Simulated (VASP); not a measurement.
The system is C.

```
CELL_PARAMETERS angstrom
1.75497 0.00000 0.00000
0.00000 1.75497 0.00000
0.00000 0.00000 1.75497
ATOMIC_POSITIONS crystal
C 0.00000 0.00000 0.00000
```

This isn't the form of C at room conditions, which is graphite.

Base run:

```yaml
Program: VASP 6.6.1
Functional: PBEsol
Potentials_or_basis: VASP PAW PBE potentials, release 64 (C)
Cutoff: 520 eV
k_mesh: 20 × 20 × 20
Occupations: fermi-dirac, width 0.1 eV
Spin: no spin polarisation
```

Its results: band gap on the k mesh none (metal or under the smearing width); pressure 4.6 GPa.

The run is repeated on the same cell with these changes: k mesh from 20 × 20 × 20 to 29 × 29 × 29. What comes out?

Band gap on the k mesh none (metal or under the smearing width); pressure 3.6 GPa.

Caveats: the PAW data sets were made with another functional, which shifts forces and pressure a little.

Not every run made on this cell is shown here.
